Zinc-blende AlN binds each aluminium atom to four nitrogen atoms, and each nitrogen to four aluminium atoms. Here one such crystal, with a cubic edge of 4.368 Å, was held fixed while the density functional was changed. The functional is the approximation for exchange and correlation, the part of the electrons' energy for which density functional theory has no exact formula that can be used in practice. The pressure records how the rigid cell responds to each choice.

Plane-wave DFT calculations with Quantum ESPRESSO 7.5 for zinc-blende AlN at a fixed cubic edge of 4.368 Å, without spin polarisation, spin–orbit coupling or a separate dispersion correction. All runs use the two-atom cell, a 10 × 10 × 10 k-point mesh and Fermi–Dirac smearing of 0.05 eV; pressure is positive in compression.

```csv
functional,potentials,wave cutoff,density cutoff,pressure (GPa)
LDA,PseudoDojo-0.4.1-SR-LDA-standard,1142.88 eV,4571.51 eV,-4.830
PBE,SSSP-1.3-efficiency-PBE,816.342 eV,6530.73 eV,4.990
PBEsol,GBRV-1.5-PBEsol,612.256 eV,4898.05 eV,1.690
vdW-DF-C09,PseudoDojo-0.4.1-SR-PBE-standard,1142.88 eV,4571.51 eV,2.820
vdW-DF3-opt1,PseudoDojo-0.4.1-SR-PBE-standard,1142.88 eV,4571.51 eV,3.430
```

### 1. What does the sign of the pressure mean?

A positive pressure means that the cell pushes outward and would grow if it were released. A negative one means that it pulls inward and would shrink. LDA is the only functional with a negative value, −4.83 GPa; the other four would all enlarge the cell. The pressures show how far the chosen cell lies from the one that each functional prefers.

### 2. Which functionals differ most?

The pressure rises from LDA through PBEsol, vdW-DF-C09 and vdW-DF3-opt1 to PBE, over a span of 9.8 GPa. The steps are very unequal. Going from LDA to PBEsol covers about two thirds of the span, and the four functionals other than LDA lie within 3.3 GPa of each other. The main divide therefore runs between LDA and everything else.

### 3. Why does LDA pull the atoms together?

LDA treats every point in the crystal as if it belonged to a uniform electron gas of the local density. PBE and PBEsol also look at how steeply the density changes, and their exchange energy is lowered where that change is large compared with the density itself. When the crystal expands, the density between the atoms thins out and such regions gain weight. The gradient term thus lowers the energy of the stretched crystal more than that of the compressed one, which acts as an outward push that LDA lacks.

PBEsol uses a weaker gradient dependence than PBE, so its push should be smaller, and its pressure does lie between those of LDA and PBE. That gradient terms in exchange favour larger cells is well established, although those in correlation are expected to offset part of the effect. The table agrees with this in order, but contains no separate exchange pressure that would test it directly.

### 4. Could the potentials be responsible instead?

The potentials, which replace the inner electrons of each atom, change along with the functional in most rows. One comparison sets part of that change aside. LDA and vdW-DF-C09 use norm-conserving potentials of the same family and the same cutoffs, yet their pressures differ by 7.65 GPa. A change in the type of potential or in the cutoff is therefore not needed to produce a gap of this size. The two sets were still generated with different functionals, and the one used for vdW-DF-C09 was made for PBE, so part of the gap may come from the potentials.

### 5. What do the two van der Waals functionals add?

Both contain a nonlocal correlation term, which lets distant parts of the electron cloud attract each other. It belongs to the functional itself, so it is present although no separate dispersion correction was added. Their exchange parts differ from those of PBE and PBEsol as well, and the pressure shows only the combined result.

The two rows share potentials and cutoffs, which makes their difference of 0.61 GPa the cleanest one in the table. It reflects the change of functional with the potentials held fixed, but it cannot be divided between exchange and correlation. Both rows also use potentials made for PBE, and the effect of that mismatch was not tested. It need not cancel completely in their difference.

### 6. How large is the disagreement in terms of the crystal's size?

A stiff crystal turns a small error in length into a large pressure. The bulk modulus $B$ states how much pressure a given relative change of volume costs. Releasing a pressure $P$ changes the volume by the fraction $P/B$, and because a cube has three equal edges, each edge $a$ changes by a third of that:

$$\frac{\Delta a}{a} \approx \frac{P}{3B}$$

For zinc-blende AlN, $B$ is roughly 200 GPa, a recalled value. With PBE this gives $4.99/(3 \times 200) \approx 0.008$, so the edge would grow by about 0.8%, to roughly 4.40 Å. LDA would shrink it by about the same fraction, to roughly 4.33 Å. A pressure span that looks dramatic thus amounts to about 0.07 Å in the edge.

The estimate assumes one stiffness for all functionals and small changes of volume. No relaxed cells are available to check it. An error of 10% in $B$ would alter each predicted change of edge by about 10%, but not its direction.

### 7. What would happen if the cell or the material were changed?

Shortening the edge by 1% reduces the volume by about 3%, which by the same rule raises every pressure by about 6 GPa. LDA would then stand near +1 GPa, and all five functionals would push outward. The sign is therefore a statement about a functional and a cell together. The order is more telling, since a common shift leaves it unchanged.

In GaN, the neighbouring nitride with the same bonding pattern, LDA is likewise known to prefer a smaller cell than PBE. The formula also shows how to carry the reasoning to a softer crystal. The same relative disagreement in edge length would appear there as a smaller pressure, so pressures must be divided by the stiffness before they can tell which material shows the larger disagreement in length.

### 8. Which digits can be trusted?

The final zero of each pressure in the table is padding left by rounding, not a computed digit. The second decimal does come from the runs, but it is no measure of accuracy. No run tests how the pressure changes with the cutoff, and the cutoffs cannot be ranked by their numbers alone, because ultrasoft potentials need fewer plane waves than norm-conserving ones. The steps from PBEsol to vdW-DF-C09 and from vdW-DF3-opt1 to PBE, 1.1 and 1.6 GPa, each include a change of potentials. Their exact sizes should not be credited to the functional alone.

The separation of LDA from the other four also includes a change of potentials, but it is much larger than these steps. For PBE and PBEsol it agrees with the known effect of gradient terms in exchange. For practical work, this means that a cell relaxed with one functional should not be assumed free of stress in another. The differences and edge estimates used here are listed in the output below.

Numerical output:

```
Pressure and estimated edge at zero pressure:
           row  pressure GPa  above LDA GPa  edge change percent  estimated edge angstrom  band gap eV
           LDA         -4.83              0               -0.805                    4.333        3.259
           PBE          4.99           9.82               0.8317                    4.404        3.319
        PBEsol          1.69           6.52               0.2817                     4.38        3.181
    vdW-DF-C09          2.82           7.65                 0.47                    4.389        3.274
  vdW-DF3-opt1          3.43           8.26               0.5717                    4.393        3.338
Number of rows with negative pressure: 1
Span from LDA to PBE in GPa: 9.82
Step from LDA to PBEsol in GPa: 6.52
Step from LDA to PBEsol as percent of the LDA to PBE span: 66.4
Step from PBEsol to vdW-DF-C09 in GPa: 1.13
Step from vdW-DF-C09 to vdW-DF3-opt1 in GPa: 0.61
Step from vdW-DF3-opt1 to PBE in GPa: 1.56
Spread of the four functionals other than LDA in GPa: 3.3
LDA to vdW-DF-C09 with same potential family and cutoffs in GPa: 7.65
Midpoint of LDA and PBE pressures in GPa: 0.08
Estimated difference of edge between PBE and LDA in angstrom: 0.07149
Estimated difference of edge between PBE and LDA in percent: 1.637
Estimated rise of pressure for a 1 percent shorter edge in GPa: 6
Estimated LDA pressure at a 1 percent shorter edge in GPa: 1.17
Spread of the band gaps in eV: 0.1577
Band gap of vdW-DF-C09 less that of LDA in eV: 0.01544
```
